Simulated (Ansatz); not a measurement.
## Cu: strain energy, fitted

Cu, P6_3/mmc, a = 2.568 Å, c = 4.194 Å. This isn't the element's structure at ambient conditions. Ansatz: PBE, PAW, 420 eV, Γ-centred 24×24×12 mesh on 2 atoms, Gaussian smearing 0.10 eV; no spin polarisation. Series: biaxial strain in the a-b plane, c and atoms relaxed; x is the strain in per cent. y is the free energy over the unstrained cell, V0 = 11.975 Å³/atom.

```
x (%) y (meV/atom)
 -6.0             ?
 -4.0         37.22
 -2.0          7.97
  0.0          0.00
  2.0          8.87
  4.0         30.64
  6.0         60.79
```

Question: Fit y = c2 x² + c3 x³ to the other rows, turn c2 into a modulus, and predict the missing energy.

Answer: Least squares on the rows shown. y = 2.0846 x² − 0.063535 x³. In eV per unit strain² c2 is 20.85; M is the biaxial modulus (E = M V0 ε²): 20.85 × 160.2 / (11.975) = 279 GPa. The unstrained cell keeps some stress along the strain, worth a slope of 0.43 meV/atom per %, which the form leaves out. With a term in x⁴ added, the coefficient of x² becomes 2.207, 6 % more, which shows how far this figure hangs on the form. At x = -6.0 the fit asked for gives 88.77 meV/atom. The run gave 92.34 meV/atom, so the fit is 3.57 meV/atom too low, 3.9 % of the span of the series, against an rms of 0.89 meV/atom on the fitted rows. The row lies outside the fitted range. With a term in x⁴ added, a fit to the same known rows predicts 82.79 meV/atom, further off still.